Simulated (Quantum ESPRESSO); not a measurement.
Here is a Quantum ESPRESSO 7.5 calculation.

The input pw.in:

```
&CONTROL
  calculation = 'scf'
  prefix = 'pwscf'
  outdir = './tmp'
  pseudo_dir = './pseudo'
  tprnfor = .true.
  tstress = .true.
  disk_io = 'low'
/
&SYSTEM
  ibrav = 0
  nat = 2
  ntyp = 2
  ecutwfc = 45
  ecutrho = 360
  nbnd = 9
  occupations = 'smearing'
  smearing = 'fd'
  degauss = 0.00367493
/
&ELECTRONS
  conv_thr = 4d-10
  electron_maxstep = 120
  mixing_beta = 0.5
/
ATOMIC_SPECIES
N     14.0070 n_pbesol_v1.2.uspp.F.UPF
B     10.8100 b_pbesol_v1.4.uspp.F.UPF
CELL_PARAMETERS angstrom
   0.0000000000    1.8130010000    1.8130010000
   1.8130010000    0.0000000000    1.8130010000
   1.8130010000    1.8130010000    0.0000000000
ATOMIC_POSITIONS crystal
N      0.2500000000    0.2500000000    0.2500000000
B      0.0000000000    0.0000000000    0.0000000000
K_POINTS automatic
8 8 8 0 0 0
```

File nscf.in:

```
&CONTROL
  calculation = 'nscf'
  prefix = 'pwscf'
  outdir = './tmp'
  pseudo_dir = './pseudo'
  disk_io = 'low'
/
&SYSTEM
  ibrav = 0
  nat = 2
  ntyp = 2
  ecutwfc = 45
  ecutrho = 360
  nbnd = 16
  occupations = 'smearing'
  smearing = 'fd'
  degauss = 0.00367493
  nosym = .true.
  noinv = .true.
/
&ELECTRONS
  conv_thr = 1d-09
  electron_maxstep = 120
  mixing_beta = 0.5
  diago_full_acc = .true.
/
ATOMIC_SPECIES
N     14.0070 n_pbesol_v1.2.uspp.F.UPF
B     10.8100 b_pbesol_v1.4.uspp.F.UPF
CELL_PARAMETERS angstrom
   0.0000000000    1.8130010000    1.8130010000
   1.8130010000    0.0000000000    1.8130010000
   1.8130010000    1.8130010000    0.0000000000
ATOMIC_POSITIONS crystal
N      0.2500000000    0.2500000000    0.2500000000
B      0.0000000000    0.0000000000    0.0000000000
K_POINTS crystal
512
  0.00000000   0.00000000   0.00000000 1.95312500e-03
  0.00000000   0.00000000   0.12500000 1.95312500e-03
  0.00000000   0.00000000   0.25000000 1.95312500e-03
  0.00000000   0.00000000   0.37500000 1.95312500e-03
  0.00000000   0.00000000   0.50000000 1.95312500e-03
  0.00000000   0.00000000   0.62500000 1.95312500e-03
[... 504 lines left out ...]
  0.87500000   0.87500000   0.75000000 1.95312500e-03
  0.87500000   0.87500000   0.87500000 1.95312500e-03
```

File pw2wan.in:

```
&INPUTPP
  prefix = 'pwscf'
  outdir = './tmp'
  seedname = 'w'
  write_mmn = .true.
  write_amn = .true.
  scdm_proj = .true.
  scdm_entanglement = 'erfc'
  scdm_mu = 17.26
  scdm_sigma = 2
/
```

The input bands.in:

```
&CONTROL
  calculation = 'bands'
  prefix = 'pwscf'
  outdir = './tmp'
  pseudo_dir = './pseudo'
  disk_io = 'low'
/
&SYSTEM
  ibrav = 0
  nat = 2
  ntyp = 2
  ecutwfc = 45
  ecutrho = 360
  nbnd = 16
  occupations = 'smearing'
  smearing = 'fd'
  degauss = 0.00367493
/
&ELECTRONS
  conv_thr = 1d-08
  electron_maxstep = 120
  mixing_beta = 0.5
  diago_full_acc = .true.
/
ATOMIC_SPECIES
N     14.0070 n_pbesol_v1.2.uspp.F.UPF
B     10.8100 b_pbesol_v1.4.uspp.F.UPF
CELL_PARAMETERS angstrom
   0.0000000000    1.8130010000    1.8130010000
   1.8130010000    0.0000000000    1.8130010000
   1.8130010000    1.8130010000    0.0000000000
ATOMIC_POSITIONS crystal
N      0.2500000000    0.2500000000    0.2500000000
B      0.0000000000    0.0000000000    0.0000000000
K_POINTS crystal
77
  0.00000000   0.00000000   0.00000000 1
  0.04166700   0.00000000   0.04166700 1
  0.08333300   0.00000000   0.08333300 1
  0.12500000   0.00000000   0.12500000 1
  0.16666700   0.00000000   0.16666700 1
  0.20833300   0.00000000   0.20833300 1
  0.25000000   0.00000000   0.25000000 1
  0.29166700   0.00000000   0.29166700 1
  0.33333300   0.00000000   0.33333300 1
  0.37500000   0.00000000   0.37500000 1
  0.41666700   0.00000000   0.41666700 1
  0.45833300   0.00000000   0.45833300 1
  0.50000000   0.00000000   0.50000000 1
  0.50000000   0.04166700   0.54166700 1
  0.50000000   0.08333300   0.58333300 1
  0.50000000   0.12500000   0.62500000 1
  0.50000000   0.16666700   0.66666700 1
  0.50000000   0.20833300   0.70833300 1
  0.50000000   0.25000000   0.75000000 1
  0.46875000   0.28125000   0.75000000 1
  0.43750000   0.31250000   0.75000000 1
  0.40625000   0.34375000   0.75000000 1
  0.37500000   0.37500000   0.75000000 1
  0.34615400   0.34615400   0.69230800 1
  0.31730800   0.31730800   0.63461500 1
  0.28846200   0.28846200   0.57692300 1
  0.25961500   0.25961500   0.51923100 1
  0.23076900   0.23076900   0.46153800 1
  0.20192300   0.20192300   0.40384600 1
  0.17307700   0.17307700   0.34615400 1
  0.14423100   0.14423100   0.28846200 1
  0.11538500   0.11538500   0.23076900 1
  0.08653800   0.08653800   0.17307700 1
  0.05769200   0.05769200   0.11538500 1
  0.02884600   0.02884600   0.05769200 1
  0.00000000   0.00000000   0.00000000 1
  0.05000000   0.05000000   0.05000000 1
  0.10000000   0.10000000   0.10000000 1
  0.15000000   0.15000000   0.15000000 1
  0.20000000   0.20000000   0.20000000 1
  0.25000000   0.25000000   0.25000000 1
  0.30000000   0.30000000   0.30000000 1
  0.35000000   0.35000000   0.35000000 1
  0.40000000   0.40000000   0.40000000 1
  0.45000000   0.45000000   0.45000000 1
  0.50000000   0.50000000   0.50000000 1
  0.51785700   0.46428600   0.51785700 1
  0.53571400   0.42857100   0.53571400 1
  0.55357100   0.39285700   0.55357100 1
  0.57142900   0.35714300   0.57142900 1
  0.58928600   0.32142900   0.58928600 1
  0.60714300   0.28571400   0.60714300 1
  0.62500000   0.25000000   0.62500000 1
  0.59375000   0.25000000   0.65625000 1
  0.56250000   0.25000000   0.68750000 1
  0.53125000   0.25000000   0.71875000 1
  0.50000000   0.25000000   0.75000000 1
  0.50000000   0.28125000   0.71875000 1
  0.50000000   0.31250000   0.68750000 1
  0.50000000   0.34375000   0.65625000 1
  0.50000000   0.37500000   0.62500000 1
  0.50000000   0.40625000   0.59375000 1
  0.50000000   0.43750000   0.56250000 1
  0.50000000   0.46875000   0.53125000 1
  0.50000000   0.50000000   0.50000000 1
  0.48214300   0.48214300   0.53571400 1
  0.46428600   0.46428600   0.57142900 1
  0.44642900   0.44642900   0.60714300 1
  0.42857100   0.42857100   0.64285700 1
  0.41071400   0.41071400   0.67857100 1
  0.39285700   0.39285700   0.71428600 1
  0.37500000   0.37500000   0.75000000 1
  0.62500000   0.25000000   0.62500000 1
  0.59375000   0.18750000   0.59375000 1
  0.56250000   0.12500000   0.56250000 1
  0.53125000   0.06250000   0.53125000 1
  0.50000000   0.00000000   0.50000000 1
```

The input w.win:

```
num_wann = 8
num_bands = 16
auto_projections = true
dis_num_iter = 0
num_iter = 400
conv_tol = 1.0d-9
conv_window = 4
num_print_cycles = 40
fermi_energy = 13.1207
bands_plot = true
write_hr = true
mp_grid = 8 8 8
begin unit_cell_cart
ang
  0.0000000000   1.8130010000   1.8130010000
  1.8130010000   0.0000000000   1.8130010000
  1.8130010000   1.8130010000   0.0000000000
end unit_cell_cart
begin atoms_frac
N    0.2500000000   0.2500000000   0.2500000000
B    0.0000000000   0.0000000000   0.0000000000
end atoms_frac
begin kpoint_path
G   0.0000000000   0.0000000000   0.0000000000  X   0.5000000000   0.0000000000   0.5000000000
X   0.5000000000   0.0000000000   0.5000000000  W   0.5000000000   0.2500000000   0.7500000000
W   0.5000000000   0.2500000000   0.7500000000  K   0.3750000000   0.3750000000   0.7500000000
K   0.3750000000   0.3750000000   0.7500000000  G   0.0000000000   0.0000000000   0.0000000000
G   0.0000000000   0.0000000000   0.0000000000  L   0.5000000000   0.5000000000   0.5000000000
L   0.5000000000   0.5000000000   0.5000000000  U   0.6250000000   0.2500000000   0.6250000000
U   0.6250000000   0.2500000000   0.6250000000  W   0.5000000000   0.2500000000   0.7500000000
W   0.5000000000   0.2500000000   0.7500000000  L   0.5000000000   0.5000000000   0.5000000000
L   0.5000000000   0.5000000000   0.5000000000  K   0.3750000000   0.3750000000   0.7500000000
U   0.6250000000   0.2500000000   0.6250000000  X   0.5000000000   0.0000000000   0.5000000000
end kpoint_path
bands_num_points = 12
begin kpoints
  0.00000000   0.00000000   0.00000000
  0.00000000   0.00000000   0.12500000
  0.00000000   0.00000000   0.25000000
  0.00000000   0.00000000   0.37500000
  0.00000000   0.00000000   0.50000000
  0.00000000   0.00000000   0.62500000
[... 504 lines left out ...]
  0.87500000   0.87500000   0.75000000
  0.87500000   0.87500000   0.87500000
end kpoints
```

Potentials or basis: GBRV 1.5 PBEsol.

Command:

```bash
$ OMP_NUM_THREADS=1 pw.x -in pw.in > pw.out
$ OMP_NUM_THREADS=1 pw.x -in nscf.in > nscf.out
$ wannier90.x -pp w
$ OMP_NUM_THREADS=1 pw2wannier90.x -in pw2wan.in > pw2wan.out
$ wannier90.x w
$ OMP_NUM_THREADS=1 pw.x -in bands.in > bands.out
```

**Question.** Predict the total Wannier spread.

**Answer.** 7.55 Å² over 8 functions.

**Question.** What does it give for the RMS miss of the Wannier bands?

**Answer.** 0.008 eV.

**Question.** Predict the band gap on the k mesh.

**Answer.** 4.27 eV, indirect (least direct gap 8.73 eV).

**Question.** What does it give for the pressure?

**Answer.** -5.8 GPa.

Wannier functions:
```csv
function,nearest atom,distance (Å),spread (Å²),on-site energy from the reference level (eV)
1,1 N,0.39,0.73,-3.43
2,1 N,0.39,0.73,-3.43
3,1 N,0.39,0.73,-3.43
4,1 N,0.39,0.73,-3.43
5,2 B,0.57,1.15,3.28
6,2 B,0.57,1.15,3.28
7,2 B,0.57,1.15,3.28
8,2 B,0.57,1.15,3.28
```

**Measured values to compare with.**

A printed reference work, monograph reports, for a bulk crystal of BN at 300 K: band gap 6.4 eV (indirect).

Against the measured gap of BN, 6.4 eV (indirect; 300 K; a printed reference work, monograph), the calculated 4.27 eV is off by -2.13 eV. The value is that of PBEsol, without temperature or zero-point motion. Semilocal functionals fall short of measured gaps as a rule. The cell is a database's relaxed one, not the measured one, which moves gaps too.
